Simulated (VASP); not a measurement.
Crystal: Ga.

```xyz
2
Lattice="2.7784 0.0000 0.0000 0.0000 3.2816 0.0000 -1.3434 0.0000 3.9903" Properties=species:S:1:pos:R:3 pbc="T T T"
Ga   -0.6607    2.4612    3.0732
Ga    2.0957    0.8204    0.9171
```

This isn't the form of Ga at room conditions, which is orthorhombic.

* Program: VASP 6.6.1
* Task: relaxation of cell and atoms
* Functional: PBEsol
* Potentials or basis: VASP PAW PBE potentials, release 64 (Ga_d)
* Cutoff: 600 eV
* k mesh: 8 × 8 × 6
* Occupations: fermi-dirac, width 0.05 eV
* Spin: no spin polarisation

At the start: pressure -0.7 GPa; volume 18.19 Å³/atom.

How do energy, volume and symmetry change on relaxing?

Over 19 steps the energy falls by 7.2 meV/atom and the volume is 18.00 Å³/atom (-1.1 %); space group P2_1/m (No. 11, to 0.05 Å).

The path:
```
step  energy change (eV)  largest force (eV/Å)  pressure (GPa)  volume (Å³)
   1              0.0000                0.0956           -0.72        36.38
   2             -0.0072                0.0781           -0.08        35.95
   3             -0.0075                0.0740            0.11        35.85
   4             -0.0084                0.0381            0.05        35.88
   5             -0.0090                0.0063           -0.02        35.93
   6             -0.0092                0.0822           -0.13        36.02
   7             -0.0093                0.0467           -0.11        35.98
   8             -0.0102                0.0408            0.00        35.94
   9             -0.0118                0.0394            0.38        35.80
  10             -0.0118                0.0351            0.24        35.84
  11             -0.0118                0.0380            0.25        35.82
  12             -0.0126                0.0325            0.10        35.91
  13             -0.0126                0.0318            0.06        35.94
  14             -0.0135                0.0281           -0.10        36.02
  15             -0.0138                0.0230           -0.22        36.08
  16             -0.0143                0.0067            0.02        35.97
  17             -0.0144                0.0037            0.09        35.93
  18             -0.0144                0.0040            0.11        35.93
  19             -0.0145                0.0054           -0.08        35.99
```

Final structure:
```yaml
crystal:
  lattice:
    - [2.72190, 0.00000, -0.04889]
    - [0.00000, 3.20750, 0.00000]
    - [-1.39032, 0.00000, 4.14756]
  atoms:
    - { symbol: Ga, position: [0.13145, 0.75000, 0.76523] }
    - { symbol: Ga, position: [0.86855, 0.25000, 0.23477] }
```

Caveat: the PAW data sets were made with another functional, which shifts forces and pressure a little.
